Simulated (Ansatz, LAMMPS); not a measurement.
# Amorphous TiO2 at 3.55 g/cm^3 (84 atoms), relaxed: mesh and functional compared

Which bonds does the relaxation leave, and how do the Kohn-Sham gap, forces and pressure change with k-mesh and functional?

Calculated with Ansatz 0.2.0: Kohn-Sham DFT, PBE, PAW (set soft_2), plane waves; cutoff 420 eV, Γ point, fermi-dirac smearing of 0.025 eV.

**The cell**

Density at the start: 3.55 g/cm³. The cell holds 84 atoms: 28 Ti and 56 O. Its edges and angles: a = 10.151 Å, b = 10.151 Å, c = 10.151 Å, α = 90.0°, β = 90.0°, γ = 90.0°. 84 atoms (28 Ti, 56 O) placed at random at 3.55 g/cm³, melted at 5000 K for 10 ps at fixed volume with the Morse and Coulomb pair potential with partial charges (Pedone, Malavasi, Menziani, Cormack and Segre, J. Phys. Chem. B 110, 11780 (2006)). Quenched from 5000 K to 300 K at 50 K/ps and fixed volume, held 5 ps, then minimised at fixed cell.

The atoms were relaxed with PBE. The walk converged after 14 steps, with a largest force component of 0.0240 eV/Å; it began at an r.m.s. force component of 0.66 eV/Å. The energy fell by 49.7 meV an atom.

The input of the reference single point:

```yaml
crystal:
  lattice:
    - [10.1511, 0.0, 0.0]
    - [0.0, 10.1511, 0.0]
    - [0.0, 0.0, 10.1511]
  atoms:
    - { symbol: Ti, position: [0.32687, 0.13692, 0.77773] }
    - { symbol: Ti, position: [0.76061, 0.58254, 0.9583] }
    - { symbol: Ti, position: [0.83812, 0.02321, 0.86958] }
    - { symbol: Ti, position: [0.97975, 0.33707, 0.87322] }
    [... 78 atom lines left out ...]
    - { symbol: O, position: [0.98661, 0.87134, 0.44687] }
    - { symbol: O, position: [0.12317, 0.08514, 0.50143] }
kpoints:
  mp_grid: { grid: [1, 1, 1] }
hamiltonian:
  xc: pbe
scf:
  occupations: { method: fermi_dirac, width: 0.025 }
output:
  forces: true
  stress: true
  populations: true
  dos:
    method: { smearing: { sigma: 0.08 } }
    de: 0.05
    projected: { site_lists: { O: [O], Ti: [Ti] } }
  eigenvalues: true
  write_density: true
  write_potential: true
  volumetric_format: npy
```

**Bonds after relaxation**

Bonds by pair of elements; cutoffs follow the first minimum of g(r), held within bounds set by covalent radii, and pairs that aren't listed don't count as bonded:

```tsv
pair A-B	cutoff (Å)	bonds	mean length (Å)	spread (Å)	shortest (Å)	B about A	A about B
O-Ti	2.64	143	1.95	0.167	1.75	2.55	5.11
```

How many atoms have how many bonded neighbours:

```tsv
element	mean	2	3	4	5	6
O	2.55	26	29	1	0	0
Ti	5.11	0	0	6	13	9
```

**Levels of theory**

Single points at the relaxed geometry:

| functional | k-mesh | Kohn-Sham gap (eV) | pressure (GPa) | r.m.s. force component (eV/Å) | SCF cycles | time |
| --- | --- | --- | --- | --- | --- | --- |
| PBE | 1×1×1 | 2.592 | 1.17 | 0.007 | 12 | 26 s |
| PBE | 2×2×2 | 2.577 | 1.17 | 0.014 | 12 | 3.7 min |
| HSE06 | 1×1×1 | 4.072 | -5.17 | 0.190 | 27 | 7.4 min |
| r2SCAN | 1×1×1 | 2.916 | -3.05 | 0.062 | 12 | 52 s |
| PBEsol | 1×1×1 | 2.567 | -4.08 | 0.070 | 13 | 24 s |

The gap is that between the highest filled and lowest empty Kohn-Sham level on the run's k-points. Cutoffs: 420 eV for PBE, HSE06 and PBEsol; 500 eV for r2SCAN. Times come from shared hosts and are rough.

**Findings**

By these cutoffs 52 % of O atoms have 3 and 46 % of Ti atoms have 5 neighbours. The Kohn-Sham gap is 2.59 eV with PBE on the 1×1×1 mesh and 2.58 eV on 2×2×2. On the 1×1×1 mesh HSE06 changes the gap by +1.48 eV against PBE. Carrying that shift over to the 2×2×2 mesh gives 2.58 + 1.48 = 4.06 eV, an estimate that takes the shift to be alike at all k-points. On the reference's mesh the gap changes with r2SCAN by +0.32 eV and PBEsol by -0.02 eV. Against the reference the pressure changes with HSE06 by -6.3 GPa, r2SCAN by -4.2 GPa and PBEsol by -5.3 GPa; a negative change means a smaller volume than PBE would take. The denser mesh moves the energy by -0.6 meV/atom and the pressure by -0.00 GPa.

Limits: All single points share the geometry relaxed with PBE. The density was set when the cell was made, as one point of a scan, and needn't be that of the real material. One sample; tail or defect levels can set the gap of a disordered cell. The quench rate of 50 K/ps is many orders above laboratory rates, so the cell is likely richer in defects and strain than a real sample. The network of bonds at the start is that of the classical potential that made the cell, and needn't be the one that DFT or experiment would give. In some runs the program notes that it cut back its work space to fit the memory limit, the exchange threshold is loose for the stress and the SCF threshold is loose for the stress.

[Logs are printed without paths, hosts, clocks, repeated set-up lines and the standing remarks that a program may print on its own settings, such as how far it seeks lower states.]

[Hosts, paths, dates, database ids (printed as entryN), source tags and the programs' standing remarks are cut or masked in the printed files.]
